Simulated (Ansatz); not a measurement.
PtSe₂: rigid cleavage

Level of theory: DFT PBEsol, scalar-relativistic, plane waves, PAW in Ansatz. The runs took a 420 eV cutoff, a Γ-centred 13×9×4 mesh and Gaussian smearing (0.15 eV). Spin–orbit coupling is left out, which can shift energies with elements as heavy as these. No spin polarisation. Energies are free energies at this smearing, counted from the undisturbed cell; pressure is positive in compression.

Zero of the scan (as given, not relaxed at this level; it stands at 2.1 GPa):

```
Pt Se
1.0
     1.86200   -3.22508    0.00000
     0.00000    0.00000   -5.06200
    11.17200    6.45016    0.00000
Pt Se
4 8
Direct
  0.00000 0.00000 0.87500
  0.50000 0.00000 0.12500
  0.00000 0.00000 0.37500
  0.50000 0.00000 0.62500
  0.50000 0.75000 0.95833
  0.00000 0.75000 0.20833
  0.50000 0.75000 0.45833
  0.00000 0.75000 0.70833
  0.00000 0.25000 0.04167
  0.50000 0.25000 0.29167
  0.00000 0.25000 0.54167
  0.50000 0.25000 0.79167
```

The cut lies on the cell's a–b face, a (1 0 0) plane (indices in the standard cell, whose axes needn't be the Cartesian ones shown) of area 18.85 Å², between layers 1.08 Å apart. Vector c is lengthened by d along the normal with the atoms' Cartesian places fixed: one unrelaxed cut a cell. The cell is metallic on the mesh throughout.

| d (Å) | energy (J/m²) |
| --- | --- |
| -0.30 | 0.80 |
| 0.00 | 0.00 |
| 0.25 | 0.19 |
| 0.50 | 0.63 |
| 1.00 | 1.42 |
| 1.50 | 1.78 |
| 2.00 | 1.91 |
| 3.00 | 1.99 |
| 4.50 | 2.01 |
| 6.00 | 2.01 |

**Question.** Predict the traction dE/dd (GPa) at each point.

**Answer.**
| d (Å) | traction dE/dd (GPa) |
| --- | --- |
| -0.30 | -59.6 |
| 0.00 | -2.6 |
| 0.25 | 14.8 |
| 0.50 | 18.7 |
| 1.00 | 11.3 |
| 1.50 | 4.2 |
| 2.00 | 1.7 |
| 3.00 | 0.3 |
| 4.50 | 0.0 |
| 6.00 | 0.0 |

Cost: 10 runs of about 51 core-minutes in all, on Arm Neoverse V1 (shared hosts).